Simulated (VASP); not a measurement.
Input of a VASP 6.6.1 run:

The input POSCAR:

```
Si
1.0
    0.0000000000      2.7155000000      2.7155000000
    2.7155000000      0.0000000000      2.7155000000
    2.7155000000      2.7155000000      0.0000000000
Si
2
Direct
    0.0000000000      0.0000000000      0.0000000000
    0.2500000000      0.2500000000      0.2500000000
```

File INCAR.step1:

```
  ALGO = Normal
  EDIFF = 1E-8
  EDIFFG = -0.002
  ENCUT = 600
  IBRION = 2
  ISIF = 3
  ISMEAR = -1
  LASPH = T
  LCHARG = F
  LMIXTAU = T
  LREAL = F
  LWAVE = F
  METAGGA = R2SCAN
  NELM = 100
  NSW = 40
  PREC = Accurate
  SIGMA = 0.02
```

The input INCAR.step2:

```
  ALGO = Normal
  EDIFF = 1E-8
  ENCUT = 600
  IBRION = 6
  ISIF = 3
  ISMEAR = -1
  LASPH = T
  LCHARG = F
  LMIXTAU = T
  LREAL = F
  LWAVE = F
  METAGGA = R2SCAN
  NELM = 100
  NFREE = 2
  NSW = 1
  POTIM = 0.015
  PREC = Accurate
  SIGMA = 0.02
```

The input KPOINTS:

```
k-points
0
Gamma
  10 10 10
```

Potentials or basis: VASP PAW PBE potentials, release 64 (Si).

Launch:

```sh
$ cat potpaw_PBE.64/Si/POTCAR > POTCAR
$ cp INCAR.step1 INCAR
$ mpirun -np 1 vasp_std > vasp.out
$ cp CONTCAR POSCAR
$ cp INCAR.step2 INCAR
$ mpirun -np 1 vasp_std > vasp.out
```

Task: What does it give for the elastic constants C11, C12, C44?

Result: 169, 62, 83 GPa.

Task: Estimate the Voigt bulk modulus.

Result: 98 GPa.

Task: Predict the highest phonon frequency at Γ.

Result: 519 cm⁻¹.

Task: Predict the relaxed cell.

Result: a = 3.846 Å, b = 3.846 Å, c = 3.846 Å, α = 60.00°, β = 60.00°, γ = 60.00°.

Task: Predict the relaxed volume.

Result: 20.12 Å³/atom.

Step by step:
```
step  energy change (eV)  largest force (eV/Å)  pressure (GPa)  volume (Å³)
   1              0.0000                0.0000            0.48        40.05
   2             -0.0001                0.0000           -0.36        40.39
   3             -0.0003                0.0000            0.00        40.24
```

Caveat: the PAW data sets were made with another functional, which shifts forces and pressure a little.
